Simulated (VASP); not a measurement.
# InP (F-43m) in VASP: notebook

Runs on InP. Level: PBE. Tasks: single point.

Everything below comes from runs of VASP 6.6.1. Logs are shortened: lines on timing, memory, paths and dates and some standing lists are left out, and cuts for length are marked.

### Step 1. The structure

Symmetry: F-43m, No. 216, cubic system. Conventional cell: a = 5.861 Å, b = 5.861 Å, c = 5.861 Å, α = 90.00°, β = 90.00°, γ = 90.00°. In (site symmetry -43m) is surrounded by 4 P at 2.54 Å. P (site symmetry -43m) has 4 In at 2.54 Å as nearest neighbours.

### Step 2. Single point, PBE

Contents of INCAR:

```
PREC = Accurate ; ENCUT = 1100
EDIFF = 1E-7 ; ISMEAR = 0
SIGMA = 0.05 ; LREAL = False
LASPH = True ; NELM = 100
ALGO = Normal ; ISIF = 2
LWAVE = False ; LCHARG = False
GGA = PE ; NBANDS = 16
ADDGRID = False
```

Contents of KPOINTS:

```
regular mesh
0
Gamma
  3 3 3
```

Contents of POSCAR:

```
InP
1.0
    0.0000000000      2.9305000000      2.9305000000
    2.9305000000      0.0000000000      2.9305000000
    2.9305000000      2.9305000000      0.0000000000
In P
1 1
Direct
    0.0000000000      0.0000000000      0.0000000000
    0.7500000000      0.7500000000      0.7500000000
```

Potentials or basis: VASP PAW PBE potentials, release 64 (In_d, P_h).

Launch:

```sh
> cat potpaw_PBE.64/In_d/POTCAR potpaw_PBE.64/P_h/POTCAR > POTCAR
> mpirun -np 1 vasp_std > vasp.out
```

OUTCAR:

```text
PREC = Accurate
   ENCUT = 1100
   EDIFF = 1E-7
   ISMEAR = 0
   LREAL = False
   LASPH = True
   NELM = 100
   ISIF = 2
   GGA = PE

 Found      4 irreducible k-points:

 Following reciprocal coordinates:
            Coordinates               Weight
  0.000000  0.000000  0.000000      1.000000
  0.333333  0.000000  0.000000      8.000000
  0.333333  0.333333  0.000000      6.000000
 -0.333333  0.333333  0.000000     12.000000
   k-points           NKPTS =      4   k-points in BZ     NKDIM =      4   number of bands    NBANDS=     16
   number of dos      NEDOS =    301   number of ions     NIONS =      2
   total plane-waves  NPLWV = 110592
   dimension x,y,z NGX =    48 NGY =   48 NGZ =   48
   dimension x,y,z NGXF=    96 NGYF=   96 NGZF=   96
   ions per type =               1   1
   NGX,Y,Z   is equivalent  to a cutoff of  19.25, 19.25, 19.25 a.u.
   NGXF,Y,Z  is equivalent  to a cutoff of  38.51, 38.51, 38.51 a.u.
 SYSTEM =  unknown system
   PREC   = accura    normal or accurate (medium, high low for compatibility)
   ISTART =      0    job   : 0-new  1-cont  2-samecut
   ICHARG =      2    charge: 1-file 2-atom 10-const
   ISPIN  =      1    spin polarized calculation?
   LNONCOLLINEAR =      F non collinear calculations
   LSORBIT =      F    spin-orbit coupling
   LASPH  =      T    aspherical Exc in radial PAW
   ENCUT  = 1100.0 eV  80.85 Ry    8.99 a.u.  11.21 11.21 11.21*2*pi/ulx,y,z
   NELM   =    100;   NELMIN=  2; NELMDL= -5     # of ELM steps
   EDIFF  = 0.1E-06   stopping-criterion for ELM
   LREAL  =      F    real-space projection
   EDIFFG = 0.1E-05   stopping-criterion for IOM
   NSW    =      0    number of steps for IOM
   IBRION =     -1    ionic relax: 0-MD 1-quasi-New 2-CG
   NFREE  =      0    steps in history (QN), initial steepest desc. (CG)
   ISIF   =      2    stress and relaxation
   ISYM   =      2    0-nonsym 1-usesym 2-fastsym
   POTIM  = 0.5000    time-step for ionic-motion
   TEBEG  =    0.0;   TEEND  =   0.0 temperature during run
   PSTRESS=    0.0 pullay stress
   NELECT =      18.0000    total number of electrons
   NUPDOWN=      -1.0000    fix difference up-down
   EMIN   =  10.00;   EMAX   =-10.00  energy-range for DOS
   EFERMI =   0.00;   METHOD = LEGACY
   ISMEAR =     0;   SIGMA  =   0.05  broadening in eV -4-tet -1-fermi 0-gaus
   EFERMI_NEDOS =   21; number of points for ismear=-14 and -15
   IALGO  =     38    algorithm
   IMIX   =      4    mixing-type and parameters
     AMIX     =   0.40;   BMIX     =  1.00
     AMIX_MAG =   1.60;   BMIX_MAG =  1.00
  volume/ion in A,a.u.               =      25.17       169.83
  Fermi-wavevector in a.u.,A,eV,Ry     =   1.162021  2.195901 18.371846  1.350293
  Thomas-Fermi vector in A             =   2.298587
   LORBIT       =      0    0 simple, 1 ext, 2 COOP (PROOUT), +10 PAW based schemes
   GGA     = PE    functional components
   LHFCALC =     F    Hartree Fock is set to
   AEXX    =    0.0000 exact exchange contribution
   IVDW    =     0    specifies the selected vdW correction
   LEPSILON=     F    determine dielectric tensor
   LRPA    =     F    only Hartree local field effects (RPA)
 non-spin polarized calculation
 Gauss-broadening in eV      SIGMA  =   0.05
  energy-cutoff  :     1100.00
  volume of cell :       50.33
 maximum number of plane-waves:      4279
 NGX is ok and might be reduce to    48
   NGX = 23   NGY = 23   NGZ = 23

 number of electron      18.0000000 magnetization

 Free energy of the ion-electron system (eV)
  ---------------------------------------------------
  ext. energy  EPLUGINS =         0.00000000
  ---------------------------------------------------
  free energy    TOTEN  =        -7.98535585 eV

  energy without entropy =       -7.98535585  energy(sigma->0) =       -7.98535585

 E-fermi :   5.7760     XC(G=0):  -9.2631

 val. band max:        5.5192137214   @ k =   0.0000   0.0000   0.0000
 cond. band min:       6.1961065433   @ k =   0.0000   0.0000   0.0000
 fundamental gap:      0.6768928219
 Fermi energy:         5.7759892332

 k-point     1 :       0.0000    0.0000    0.0000
  band No.  band energies     occupation
      1      -8.7965      2.00000
      2      -8.7965      2.00000
      3      -8.7965      2.00000
      4      -8.6503      2.00000
      5      -8.6503      2.00000
      6      -6.0130      2.00000
[... 8 lines left out ...]
     15      14.8830      0.00000
     16      14.8830      0.00000

 k-point     2 :       0.3333    0.0000    0.0000
  band No.  band energies     occupation
      1      -8.8817      2.00000
      2      -8.7649      2.00000
      3      -8.7649      2.00000
      4      -8.6431      2.00000
      5      -8.6431      2.00000
      6      -4.8877      2.00000
[... 8 lines left out ...]
     15      14.5432      0.00000
     16      14.5432      0.00000

 k-point     3 :       0.3333    0.3333    0.0000
  band No.  band energies     occupation
      1      -8.9349      2.00000
      2      -8.7197      2.00000
      3      -8.7197      2.00000
      4      -8.6867      2.00000
      5      -8.6242      2.00000
      6      -4.5049      2.00000
[... 8 lines left out ...]
     15      15.7608      0.00000
     16      18.8324      0.00000

 k-point     4 :      -0.3333    0.3333    0.0000
  band No.  band energies     occupation
      1      -8.9310      2.00000
      2      -8.7367      2.00000
      3      -8.7179      2.00000
      4      -8.6639      2.00000
      5      -8.6383      2.00000
      6      -3.7617      2.00000
[... 8 lines left out ...]
     15      14.6616      0.00000
     16      18.6145      0.00000

------------------------ aborting loop because EDIFF is reached ----------------------------------------

  FORCE on cell =-STRESS in cart. coord.  units (eV):
  Direction    XX          YY          ZZ          XY          YZ          ZX
  --------------------------------------------------------------------------------------
  -------------------------------------------------------------------------------------
  Total        1.3547754      1.3547754      1.3547754     -0.0000000     -0.0000000     -0.0000000
  in kB       43.1243657     43.1243657     43.1243657     -0.0000000     -0.0000000     -0.0000000
  external PRESSURE =      43.1243657 kB  Pullay stress =       0.0000000 kB

 VOLUME and BASIS-vectors are now :
 -----------------------------------------------------------------------------
  energy-cutoff  :     1100.00
  volume of cell :       50.33
      direct lattice vectors                 reciprocal lattice vectors
     0.000000000  2.930500000  2.930500000    -0.170619348  0.170619348  0.170619348
     2.930500000  0.000000000  2.930500000     0.170619348 -0.170619348  0.170619348
     2.930500000  2.930500000  0.000000000     0.170619348  0.170619348 -0.170619348

 POSITION                                       TOTAL-FORCE (eV/Angst)
 -----------------------------------------------------------------------------------
      0.00000      0.00000      0.00000        -0.000000     -0.000000     -0.000000
      4.39575      4.39575      4.39575         0.000000      0.000000      0.000000
 -----------------------------------------------------------------------------------
    total drift:                                0.000000      0.000000      0.000000

  FREE ENERGIE OF THE ION-ELECTRON SYSTEM (eV)
  ---------------------------------------------------
  free  energy   TOTEN  =        -7.9853558460 eV

  energy  without entropy=       -7.9853558460  energy(sigma->0) =       -7.98535585
```

stdout:

```text
POSCAR found type information on POSCAR InP
 POSCAR found :  2 types and       2 ions
 scaLAPACK will be used
 LDA part: xc-table for (Slater+PW92), standard interpolation
 POSCAR, INCAR and KPOINTS ok, starting setup
 FFT: planning ... GRIDC
 FFT: planning ... GRID_SOFT
 FFT: planning ... GRID
 WAVECAR not read
 entering main loop
```

Run time: 12 s. Hardware: 1 thread of Intel Xeon Platinum 8488C (Sapphire Rapids), shared host; peak memory 0.3 GiB.

These settings aren't checked as converged: the numbers below hold their error.

What came out:

```yaml
Free_energy: -7.9854 eV
Pressure: 4.3 GPa
Band_gap_on_the_k_mesh: 0.68 eV, direct
```

Caveat: the k mesh is coarse (spacing up to 0.62 Å⁻¹), so the values aren't converged; spin-orbit coupling is left out, which moves the levels of the heavy elements.

### Step 3. Single point, PBE

INCAR, as its differences from that of step 2:

```diff
@@ -1,2 +1,2 @@
-PREC = Accurate ; ENCUT = 1100
+PREC = Accurate ; ENCUT = 400
 EDIFF = 1E-7 ; ISMEAR = 0
```

Contents of KPOINTS:

```
regular mesh
0
Gamma
  5 5 5
```

POSCAR is that of step 2.

Potentials or basis: VASP PAW PBE potentials, release 64 (In_d, P_h).

Launch:

```sh
> cat potpaw_PBE.64/In_d/POTCAR potpaw_PBE.64/P_h/POTCAR > POTCAR
> mpirun -np 1 vasp_std > vasp.out
```

Wall time 5.1 s (1 thread of Intel Xeon Platinum 8488C (Sapphire Rapids), shared host); peak memory 0.14 GiB.

These settings aren't checked as converged: the numbers below hold their error.

Results:

| Property | Result |
| --- | --- |
| Free energy | -8.3468 eV |
| Band gap on the k mesh | 0.71 eV, direct |

Caveat: the cutoff is under 1.25 times the usual one of these potentials, so pressure, stress and relaxed cells hold a basis-set (Pulay) error; spin-orbit coupling is left out, which moves the levels of the heavy elements.

### Step 4. Single point, PBE

INCAR is that of step 3.

Contents of KPOINTS:

```
regular mesh
0
Gamma
  6 6 6
```

POSCAR is that of step 3.

Launch:

```sh
> cat potpaw_PBE.64/In_d/POTCAR potpaw_PBE.64/P_h/POTCAR > POTCAR
> mpirun -np 1 vasp_std > vasp.out
```

Run time: 6.8 s. Hardware: 1 thread of Intel Xeon Platinum 8488C (Sapphire Rapids), shared host; peak memory 0.14 GiB.

These settings aren't checked as converged: the numbers below hold their error.

What came out:

```yaml
Free_energy: -8.3696 eV
Band_gap_on_the_k_mesh: 0.71 eV, direct
```

Caveat: the cutoff is under 1.25 times the usual one of these potentials, so pressure, stress and relaxed cells hold a basis-set (Pulay) error; spin-orbit coupling is left out, which moves the levels of the heavy elements.

### Step 5. Single point, PBE

INCAR, as its differences from that of step 4:

```diff
@@ -1,2 +1,2 @@
-PREC = Accurate ; ENCUT = 400
+PREC = Accurate ; ENCUT = 600
 EDIFF = 1E-7 ; ISMEAR = 0
```

Contents of KPOINTS:

```
regular mesh
0
Gamma
  5 5 5
```

POSCAR is that of step 4.

Launch:

```sh
> cat potpaw_PBE.64/In_d/POTCAR potpaw_PBE.64/P_h/POTCAR > POTCAR
> mpirun -np 1 vasp_std > vasp.out
```

It took 7.8 s on 1 thread of Intel Xeon Platinum 8488C (Sapphire Rapids), shared host; peak memory 0.2 GiB.

These settings aren't checked as converged: the numbers below hold their error.

Results:

| Quantity | Value |
| --- | --- |
| Free energy | -8.3489 eV |
| Pressure | 3.4 GPa |
| Band gap on the k mesh | 0.71 eV, direct |

Caveat: spin-orbit coupling is left out, which moves the levels of the heavy elements.

### Step 6. Single point, PBE

INCAR, as its differences from that of step 5:

```diff
@@ -1,2 +1,2 @@
-PREC = Accurate ; ENCUT = 600
+PREC = Accurate ; ENCUT = 700
 EDIFF = 1E-7 ; ISMEAR = 0
```

KPOINTS is that of step 5.

POSCAR is that of step 5.

Potentials or basis: VASP PAW PBE potentials, release 64 (In_d, P_h).

Launch:

```sh
> cat potpaw_PBE.64/In_d/POTCAR potpaw_PBE.64/P_h/POTCAR > POTCAR
> mpirun -np 1 vasp_std > vasp.out
```

It took 8.1 s on 1 thread of Intel Xeon Platinum 8488C (Sapphire Rapids), shared host; peak memory 0.2 GiB.

The run converged, but some of its settings lie outside the range that counts as converged, so its numbers aren't taken as properties of the crystal.

What came out:

```yaml
Free_energy: -8.3491 eV
Pressure: 3.4 GPa
Band_gap_on_the_k_mesh: 0.71 eV, direct
```

Caveat: spin-orbit coupling is left out, which moves the levels of the heavy elements.

### Step 7. The reference run

An earlier run on the cell as given: functional PBEsol; potentials or basis VASP PAW PBE potentials, release 64 (In_d, P); cutoff 520 eV; k mesh 8 × 8 × 8; occupations fermi-dirac, width 0.05 eV; no spin polarisation.

* Pressure: 0.6 GPa
* Band gap on the k mesh: 0.61 eV, direct
